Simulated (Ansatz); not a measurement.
## MgF2: pressure against volume

MgF2, P4_2/mnm, a = 4.698 Å, c = 3.093 Å. Ansatz: PBE, PAW, 420 eV, Γ-centred 6×6×8 mesh on 6 atoms, Gaussian smearing 0.02 eV; no spin polarisation. Shape and atoms are relaxed at each volume; pressure is positive in compression.

| V (Å³/atom) | P (GPa) |
| --- | --- |
| 10.693 | 6.50 |
| 11.035 | 2.99 |
| 11.376 | 0.02 |
| 11.717 | ? |
| 12.059 | -4.60 |

Task: Take V0 = 11.376 Å³/atom, count pressures from its P0 = 0.02 GPa, fit the third-order Birch–Murnaghan form to the other rows, and predict the missing pressure.

Result: With the Eulerian strain f = ½[(V0/V)^(2/3) − 1] and y = (P − P0)/[3f(1 + 2f)^(5/2)], the form is the line y = B0 + 1.5 B0 (B0′ − 4) f. Rows (f, y): 0.02107, 92.5; 0.01025, 91.8; -0.01906, 89.0. Means f = 0.004087, y = 91.100; Σ(Δf)² = 0.0008622, ΣΔfΔy = 0.07670; the slope is their ratio. y = 90.74 + 88.96 f GPa, so B0 = 90.7 GPa and B0′ = 4 + 2 × (88.96)/(3 × 90.74) = 4.65. At V = 11.717, f = -0.00975, y = 89.87 and P = -2.48 GPa. The run gave -2.49 GPa, so the fit is 0.01 GPa too high, within twice the rms miss on the fitted rows (0.007 GPa).